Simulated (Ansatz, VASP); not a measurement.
**AlN: VASP beside Ansatz**

```
Al N
1.0
     3.24246    0.00000    0.00000
    -1.62123    2.80805    0.00000
     0.00000    0.00000    4.84013
Al N
2 2
Direct
  0.33333 0.66667 0.99041
  0.66667 0.33333 0.49041
  0.33333 0.66667 0.38459
  0.66667 0.33333 0.88459
```

Change from the starting cell: epitaxial_xy strain +4.4%.

Alike in both runs: task single point; functional r2SCAN; k mesh 12 × 12 × 6; no spin polarisation.

|  | VASP | Ansatz |
| --- | --- | --- |
| version | VASP 6.6.1 | Ansatz 0.2.0 |
| potentials or method | VASP PAW PBE potentials, release 64 (Al, N) | plane waves, PAW |
| plane-wave cutoff (eV) | 520 | 500 |
| occupations | gaussian, width 0.01 eV | fixed |
| valence electrons in the cell | 16 | 16 |

Ansatz gave:

```
gap on the k mesh at the Fermi level (eV)       : 3.98
pressure (GPa)                                  : -11.8
largest component of the traceless stress (GPa) : 11.79
```

Q: Which values does VASP return?

A: gap on the k mesh at the Fermi level (eV): 4.01; pressure (GPa): -12.2; largest component of the traceless stress (GPa): 11.91.

Caveats: the PAW data sets were made with another functional, which shifts forces and pressure a little (VASP). A k mesh can miss the band edges.
